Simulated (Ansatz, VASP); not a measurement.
# Two plane-wave programs on Ti

Contents of INCAR:

```
SYSTEM = Ti
ALGO     = Normal         ! electronic algorithm
EDIFF    = 1E-7           ! SCF threshold, eV
ENCUT    = 520            ! plane-wave cutoff, eV
GGA      = PE             ! functional
ISIF     = 2              ! what is computed and relaxed
ISMEAR   = -1             ! smearing method
LASPH    = .TRUE.         ! aspherical terms in the spheres
LCHARG   = .FALSE.        ! write CHGCAR
LREAL    = .FALSE.        ! projectors in reciprocal space
LWAVE    = .FALSE.        ! write WAVECAR
NBANDS   = 19             ! bands
NELM     = 80             ! most SCF steps
PREC     = Accurate       ! precision mode
SIGMA    = 0.05           ! smearing width, eV
```

File KPOINTS:

```
k-points
0
G
  10 10 6
  0 0 0
```

Contents of POSCAR:

```
Ti
1.0
    3.0078578261      0.0000000000      0.0000000000
   -1.5039289131      2.6048812885      0.0000000000
    0.0000000000      0.0000000000      4.7717880089
Ti
2
Direct
    0.6666666667      0.3333333333      0.7500000000
    0.3333333333      0.6666666667      0.2500000000
```

input.yaml

```yaml
crystal:
  lattice:
    - [3.0078578261, 0.0, 0.0]
    - [-1.5039289131, 2.6048812885, 0.0]
    - [0.0, 0.0, 4.7717880089]
  atoms:
    - { symbol: Ti, position: [0.6666666667, 0.3333333333, 0.75] }
    - { symbol: Ti, position: [0.3333333333, 0.6666666667, 0.25] }
hamiltonian:
  xc: pbe
  pseudopotentials: { kind: paw }
kpoints:
  mp_grid: { grid: [10, 10, 6] }
scf:
  occupations: { method: fermi_dirac, width: 0.05 }
output:
  forces: true
  stress: true
  eigenvalues: true
  write_density: true
  write_potential: true
  elf: true
  volumetric_format: npy
```

Change from the starting cell: volume scaled by 1.06.

Alike in both runs: task single point; functional PBE; k mesh 10 × 10 × 6; occupations fermi-dirac, width 0.05 eV; no spin polarisation.

```csv
,VASP,Ansatz
version,VASP 6.6.1,Ansatz 0.2.0
potentials or method,"VASP PAW PBE potentials, release 64 (Ti_sv)",Ansatz PAW
plane-wave cutoff (eV),520,420
valence electrons in the cell,24,24
```

|  | VASP | Ansatz | Ansatz less VASP |
| --- | --- | --- | --- |
| gap on the k mesh at the Fermi level (eV) | none | none | - |
| pressure (GPa) | -7.2 | -7.0 | +0.18 |
| largest component of the traceless stress (GPa) | 0.27 | 0.27 | +0.001 |

A gap of «none» marks a metal or a gap that the smearing closes.
